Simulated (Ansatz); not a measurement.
Crystal: In2O3.

```
In O
1.0
     2.74350    1.58396    4.83667
    -2.74350    1.58396    4.83667
     0.00000   -3.16792    4.83667
In O
4 6
Direct
  0.85731 0.85731 0.85731
  0.64269 0.64269 0.64269
  0.14269 0.14269 0.14269
  0.35731 0.35731 0.35731
  0.04800 0.75000 0.45200
  0.75000 0.45200 0.04800
  0.45200 0.04800 0.75000
  0.95200 0.25000 0.54800
  0.25000 0.54800 0.95200
  0.54800 0.95200 0.25000
```

Base run:

| Quantity | Value |
| --- | --- |
| Program | Ansatz 0.2.0 |
| Functional | LDA |
| Potentials or basis | Ansatz PAW |
| Cutoff | 420 eV (not typed: the program's choice for these potentials) |
| k mesh | 6 × 6 × 6 |
| Occupations | fermi-dirac, width 0.05 eV |
| Spin | no spin polarisation |

Its results: band gap on the k mesh 1.18 eV, indirect (least direct gap 1.22 eV); pressure -3.2 GPa; largest force 0.167 eV/Å.

Q: The run is repeated on the same cell with these changes: functional from LDA to PBE; k mesh from 6 × 6 × 6 to 3 × 3 × 3. What comes out?

A: Band gap on the k mesh 1.30 eV, indirect (least direct gap 1.34 eV); pressure 8.4 GPa; largest force 0.125 eV/Å.

Several settings changed at once, so the effect can't be laid on one alone.

Caveats: some runs use coarse meshes; spin-orbit coupling is left out, which moves the levels of the heavy elements; the PAW data sets come from PBE, with cores solved anew for the run's functional, which leaves a small shift of forces and pressure (some runs); odd divisions of the mesh miss points on the zone boundary, where band edges often lie, so the gap on the mesh can be too wide (some runs).
